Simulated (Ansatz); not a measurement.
**TiB2: stress in a strained cell**

TiB2 is deformed so: equal xy, yz and zx engineering shear strains of +2 %. What stress and forces result, by LAPW, PAW and all-electron datasets made for the crystal?

Program: Ansatz 0.2.0. Level of theory: DFT PBEsol, scalar-relativistic. These are calculated values, not measurements.

## 1. Starting point

The structure is hexagonal, space group P6/mmm (No. 191). The conventional cell has a = 3.029 Å, b = 3.029 Å, c = 3.228 Å, α = 90.00°, β = 90.00°, γ = 120.00°. Ti (site symmetry 6/mmm) has 12 B at 2.38 Å in its first shell of neighbours. B (site symmetry -6m2) is surrounded by 3 B at 1.75 Å and 6 Ti at 2.38 Å.

Coordinates:

```cif
data_structure
_symmetry_space_group_name_H-M 'P 1'
_symmetry_Int_Tables_number 1
_cell_length_a 3.0292
_cell_length_b 3.0292
_cell_length_c 3.2284
_cell_angle_alpha 90.000
_cell_angle_beta 90.000
_cell_angle_gamma 120.000
_cell_volume 25.66
loop_
_atom_site_label
_atom_site_type_symbol
_atom_site_fract_x
_atom_site_fract_y
_atom_site_fract_z
_atom_site_occupancy
Ti1 Ti 0.00000 0.00000 0.00000 1
B1 B 0.33333 0.66667 0.50000 1
B2 B 0.66667 0.33333 0.50000 1
```

Atoms are numbered in the order of the input: Ti1, B2, B3.

## 2. After the deformation

Space group P6/mmm before, P-1 after.

## 3. LAPW, all electrons

The input, input.yaml:

```yaml
crystal:
  lattice:
    - [3.0291982016, 0.030291982, 0.030291982]
    - [-1.4883654748, 2.6082166047, 0.011087635]
    - [0.032284, 0.032284, 3.2284]
  atoms:
    - { symbol: Ti, position: [0.0, 0.0, 0.0] }
    - { symbol: B, position: [0.3333333333, 0.6666666667, 0.5] }
    - { symbol: B, position: [0.6666666667, 0.3333333333, 0.5] }
kpoints:
  mp_grid: { grid: [14, 14, 11] }
  band_path:
    path:
      - [0.0, 0.0, 0.0]
      - [0.0, -0.5, 0.0]
      - [0.0, 0.0, 0.5]
      - [0.0, 0.0, 0.0]
      - [-0.5, 0.0, 0.0]
      - [-0.5, 0.5, -0.5]
      - [0.0, 0.0, 0.0]
      - [-0.5, 0.0, -0.5]
      - [-0.5, 0.5, 0.0]
    npoints: 5
scf:
  occupations: { method: fermi_dirac, width: 0.03 }
hamiltonian:
  xc: pbesol
  pseudopotentials: { kind: all_electron, lapw: { basis_error: 0.001 } }
output:
  forces: true
  stress: true
  eigenvalues: true
```

On the command line:

```sh
> ansatz run input.yaml --threads 1 --pin off --max-ram 4096MiB --backend cpu --events-out ev --progress --plain --runs-dir out
```

What it wrote, cut to the lines that bear on the results:

```text
LAPW: plane waves up to 9.102 Å⁻¹, error target 1.0e-3 eV per atom; small_component_spin mean_spin; B in spheres of 0.867 Å, 5 of its electrons in bands, Dirac shells []; Ti in spheres of 1.229 Å, 18 of its electrons in bands, Dirac shells []
[...]
Pseudopotentials: kind: all_electron
Pseudopotential: Ti, LAPW, valence charge 18, Koelling and Harmon's equation, gaussian nucleus
Pseudopotential: B, LAPW, valence charge 5, Koelling and Harmon's equation, gaussian nucleus
Functional definition: PBEsol
[...]
Crystal: 3 atoms, lattice volume = 25.647 Å³
Basis set: ecut = 315.6198777968464 eV, 337 PW (Γ), exchange–correlation at level 2
Bands: 18, of which v1, the nominal top of the filled ones, is band 14 counted from 1 (13 counted from 0)
Symmetry: 2 space group operations
Space group: P-1 (ITA 2), of the structure as read, at distance tolerance 2.9e-5 Å
k-points: 1080 of 2156
[...]
SCF iter   1: F=—  HF=-24558.605692 eV  |F-HF|=—  |Δ(HF+E_count)|=         —  Δρ=9.89e-2  dr2=4.40e0  ethr=1.57e-2  ⟨swp⟩=2.0  Hψ=127264  notcnv=0
[...]
the basis was enlarged: its passes take 54.8 KiB over the memory plan, 1 of 1 planned eigensolver slots
[...]
SCF iter   7: F=-24556.827500 eV  HF=-24556.827500 eV  |F-HF|=1.16e-9  |Δ(HF+E_count)|=   3.38e-8  Δρ=3.36e-6  dr2=1.34e-9  ethr=4.60e-10  ⟨swp⟩=3.0  Hψ=57973  notcnv=0
[...]
NSCF: frozen V_eff on 41 k-points
SCF converged after 7 iterations
Free energy (F): -24556.827500 eV
[...]
E sigma→0 (E₀):  -24556.826953 eV
Entropy (-TS):   -0.001095 eV (-0.365 meV/atom)
Fermi energy:    15.562396 eV
[...]
--- Forces (eV/Å), atoms counted from 1 ---
  atom   1  Ti     0.00000000     0.00000000     0.00000000
  atom   2  B     -0.06712373     0.00694561    -0.00324354
  atom   3  B      0.06712373    -0.00694561     0.00324354
[...]
--- Stress (GPa, compression-positive) ---
       -3.899621      -5.755546      -5.002422
       -5.755546      -3.931217      -4.998801
       -5.002422      -4.998801      -6.669529
  P = ⅓ Tr σ = -4.8335 GPa (-48.335 kbar)
--- Band table (eV; the first three rows and the last of 1080) ---
  k-point 0: bands = ["-422.5672", "-422.5269", "-422.5230", "-156.3225", "-156.3050", "-41.1285", "-17.5979", "-17.2930", "-17.2647", "2.0596", "12.8400", "13.0262", "13.2341", "13.3980", "17.3995", "17.4528", "19.1926", "19.2764"]
[...]
```

Wall time 2.9 min (1 thread of Arm Neoverse V1, shared host); peak memory 1.9 GiB.

Read from it: pressure -4.83 GPa; no gap; largest force 0.068 eV/Å.

## 4. Frozen-core PAW

The input, input.yaml:

```yaml
crystal:
  lattice:
    - [3.0291982016, 0.030291982, 0.030291982]
    - [-1.4883654748, 2.6082166047, 0.011087635]
    - [0.032284, 0.032284, 3.2284]
  atoms:
    - { symbol: Ti, position: [0.0, 0.0, 0.0] }
    - { symbol: B, position: [0.3333333333, 0.6666666667, 0.5] }
    - { symbol: B, position: [0.6666666667, 0.3333333333, 0.5] }
kpoints:
  mp_grid: { grid: [14, 14, 11] }
scf:
  occupations: { method: fermi_dirac, width: 0.03 }
hamiltonian:
  xc: pbesol
  pseudopotentials: { kind: paw }
output:
  forces: true
  stress: true
  eigenvalues: true
  efg: { contact_densities: true }
```

On the command line:

```sh
> ansatz run input.yaml --threads 1 --pin off --max-ram 4096MiB --backend cpu --events-out ev --progress --plain --runs-dir out
```

What it wrote, cut to the lines that bear on the results:

```text
[...]
Pseudopotentials: kind: paw
Pseudopotential: Ti, paw, valence charge 12, recommended cutoff 420 eV (normal)
Pseudopotential: B, paw, valence charge 3, recommended cutoff 420 eV (normal)
[... 1 set-up line as earlier in the session ...]
[...]
Crystal: 3 atoms, lattice volume = 25.647 Å³
Basis set: ecut = 420 eV, 499 PW (Γ), exchange–correlation on 48×48×48 points (8 copies of the dense FFT grid, shifted against one another)
Bands: 13, of which v1, the nominal top of the filled ones, is band 9 counted from 1 (8 counted from 0)
[... 2 set-up lines as earlier in the session ...]
k-points: 1080 of 2156
[...]
SCF iter   1: F=—  HF=-2782.591962 eV  |F-HF|=—  |Δ(HF+E_count)|=         —  Δρ=6.48e-3  dr2=8.64e-3  ethr=1.77e-3  ⟨swp⟩=4.3  Hψ=65972  notcnv=0
[...]
--- Stress (GPa, compression-positive) ---
       -3.847037      -5.754440      -5.003730
       -5.754440      -3.878953      -5.000062
       -5.003730      -5.000062      -6.678304
  P = ⅓ Tr σ = -4.8014 GPa (-48.014 kbar)
--- PAW observables at the nuclei: V_zz in 10²¹ V/m², potentials from the cell's mean, atoms counted from 1 ---
  atom   1  Ti V_zz =    +2.747173   η = 0.1544   by run symmetry: allowed
            electrostatic potential = -2532.783757 V   contact ρ = 56636.576972 e/Å³
  atom   2  B  V_zz =    +0.326680   η = 0.4573   by run symmetry: allowed
            electrostatic potential = -331.405082 V   contact ρ = 481.500975 e/Å³
  atom   3  B  V_zz =    +0.326680   η = 0.4573   by run symmetry: allowed
            electrostatic potential = -331.405082 V   contact ρ = 481.500975 e/Å³
--- Band table (eV; the first three rows and the last of 1080) ---
  k-point 0: bands = ["-41.5840", "-18.0531", "-17.7461", "-17.7175", "1.6020", "12.3845", "12.5709", "12.7778", "12.9416", "16.9428", "16.9962", "18.7367", "18.8208"]
[...]
```

It took 25 s on 1 thread of Arm Neoverse V1, shared host; peak memory 0.63 GiB.

Read from it: pressure -4.80 GPa; no gap; largest force 0.068 eV/Å; Vzz Ti1 2.75 (η = 0.15), B2 0.33 (η = 0.46) (10²¹ V/m²).

## 5. Datasets made for this crystal

Changes to input.yaml since step 4:

```diff
@@ -15,3 +15,3 @@
   xc: pbesol
-  pseudopotentials: { kind: paw }
+  pseudopotentials: { kind: all_electron, datasets: crystal }
 output:
```

On the command line:

```sh
> ansatz run input.yaml --threads 1 --pin off --max-ram 4096MiB --backend cpu --events-out ev --progress --plain --runs-dir out
```

What it wrote, cut to the lines that bear on the results:

```text
[...]
[... 1 set-up line as earlier in the session ...]
Pseudopotential: Ti, paw, valence charge 12, recommended cutoff 360 eV (normal), Koelling and Harmon's equation, gaussian nucleus
Pseudopotential: B, paw, valence charge 3, recommended cutoff 360 eV (normal), Koelling and Harmon's equation, gaussian nucleus
[... 1 set-up line as earlier in the session ...]
[...]
Crystal: 3 atoms, lattice volume = 25.647 Å³
Basis set: ecut = 360 eV, 395 PW (Γ), exchange–correlation on 40×40×40 points (8 copies of the dense FFT grid, shifted against one another)
Bands: 9, of which v1, the nominal top of the filled ones, is band 5 counted from 1 (4 counted from 0)
[... 2 set-up lines as earlier in the session ...]
k-points: 1080 of 2156
[...]
--- Stress (GPa, compression-positive) ---
       -3.899004      -5.755615      -5.002322
       -5.755615      -3.930507      -4.998670
       -5.002322      -4.998670      -6.664440
  P = ⅓ Tr σ = -4.8313 GPa (-48.313 kbar)
  It holds what live shells' own plane waves past their cutoff add
--- PAW observables at the nuclei: V_zz in 10²¹ V/m², potentials from the cell's mean, atoms counted from 1 ---
  atom   1  Ti V_zz =    +2.807436   η = 0.1601   by run symmetry: allowed
            electrostatic potential = -2531.308822 V   contact ρ = 56683.555728 e/Å³
  atom   2  B  V_zz =    +0.354505   η = 0.4304   by run symmetry: allowed
            electrostatic potential = -330.641487 V   contact ρ = 481.524549 e/Å³
  atom   3  B  V_zz =    +0.354505   η = 0.4304   by run symmetry: allowed
            electrostatic potential = -330.641487 V   contact ρ = 481.524549 e/Å³
--- Band table (eV; the first three rows and the last of 1080) ---
  k-point 0: bands = ["2.0596", "12.8399", "13.0261", "13.2341", "13.3981", "17.3996", "17.4529"]
[...]
```

Run time: 96 s. Hardware: 1 thread of Arm Neoverse V1, shared host; peak memory 1.5 GiB.

Result: pressure -4.83 GPa; no gap; largest force 0.068 eV/Å; Vzz Ti1 2.81 (η = 0.16), B2 0.35 (η = 0.43) (10²¹ V/m²).

## 6. Stress and forces compared

Stress (GPa, compression positive):

```tsv
method	xx	yy	zz	yz	xz	xy
LAPW	-3.90	-3.93	-6.67	-5.00	-5.00	-5.76
PAW	-3.85	-3.88	-6.68	-5.00	-5.00	-5.75
crystal datasets	-3.90	-3.93	-6.66	-5.00	-5.00	-5.76
```

Forces (eV/Å):

```tsv
atom	LAPW x	LAPW y	LAPW z	PAW x	PAW y	PAW z	crystal datasets x	crystal datasets y	crystal datasets z
Ti1	0.000	0.000	0.000	0.000	0.000	0.000	0.000	0.000	0.000
B2	-0.067	0.007	-0.003	-0.067	0.007	-0.003	-0.067	0.007	-0.003
B3	0.067	-0.007	0.003	0.067	-0.007	0.003	0.067	-0.007	0.003
```

```
          method  pressure (GPa)  largest force (eV/Å)  Vzz Ti1 (10²¹ V/m²)  Vzz B2 (10²¹ V/m²)  SCF cycles, by the record's count
            LAPW           -4.83                 0.068                    –                   –                                  7
             PAW           -4.80                 0.068                 2.75                0.33                                  6
crystal datasets           -4.83                 0.068                 2.81                0.35                                 10
```

## 7. Results

| quantity | value |
| --- | --- |
| pressure | LAPW -4.83, PAW -4.80, crystal datasets -4.83 GPa |
| largest shear or deviatoric stress (LAPW) | 5.76 GPa |

**Reading.** The largest part of the stress beyond the pressure is 5.76 GPa in size, in the xy component; the atoms are carried along and not relaxed. No run of the undeformed cell stands beside it, so pressure and stress hold what the given cell had before the change, as far as its symmetry allows. PAW: stress within 0.06 GPa of LAPW, forces within 1 meV/Å. Crystal datasets: stress within 0.01 GPa of LAPW, forces within 1 meV/Å.
